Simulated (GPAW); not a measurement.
A run of GPAW 26.7.0:

run.py

```python
from ase.filters import FrechetCellFilter
from ase.io import read, write
from ase.optimize import BFGS
from ase.units import GPa
from gpaw import GPAW, PW

atoms = read('CuO.xyz')

calc = GPAW(mode=PW(800),
            xc='PBE',
            kpts={'size': (4, 4, 4), 'gamma': True},
            occupations={'name': 'fermi-dirac', 'width': 0.05},
            nbands=47,
            convergence={'density': 1e-05, 'forces': 0.0001},
            maxiter=150,
            txt='gpaw.txt')
atoms.calc = calc
opt = BFGS(FrechetCellFilter(atoms, scalar_pressure=2 * GPa), trajectory='relax.traj', logfile='-')
done = opt.run(fmax=0.02, steps=60)
calc.write('gs.gpw')
write('result.traj', atoms)
print('Converged:', done)
print('Cell:', atoms.cell.cellpar().round(4))
print('Volume:', round(atoms.get_volume(), 4))
print(atoms.get_scaled_positions().round(5))
```

CuO.xyz

```xyz
6
Lattice="4.1609370000 0.0000000000 0.0000000000 0.0000000000 4.1609370000 0.0000000000 0.0000000000 0.0000000000 3.8876430000" Properties=species:S:1:pos:R:3 pbc="T T T"
Cu     2.0804685000      0.0000000000      1.9438215000
Cu     0.0000000000      2.0804685000      1.9438215000
Cu     0.0000000000      0.0000000000      0.0000000000
O      0.0000000000      0.0000000000      1.9438215000
O      2.0804685000      0.0000000000      0.0000000000
O      0.0000000000      2.0804685000      0.0000000000
```

Potentials or basis: GPAW PAW data sets (gpaw-data 1.2.1), pw.

The run is started by

```console
$ OMP_NUM_THREADS=1 python run.py
```

Hardware: 1 thread of Arm Neoverse V1, on a shared host.

Question: How long does it take, and how much memory?

Answer: Run time: 3.6 min on 1 thread of Arm Neoverse V1 (shared host), peak memory 0.29 GiB. Counts: scf iterations 38, plane waves 3480, bands 47, k points 18, ion steps 3.
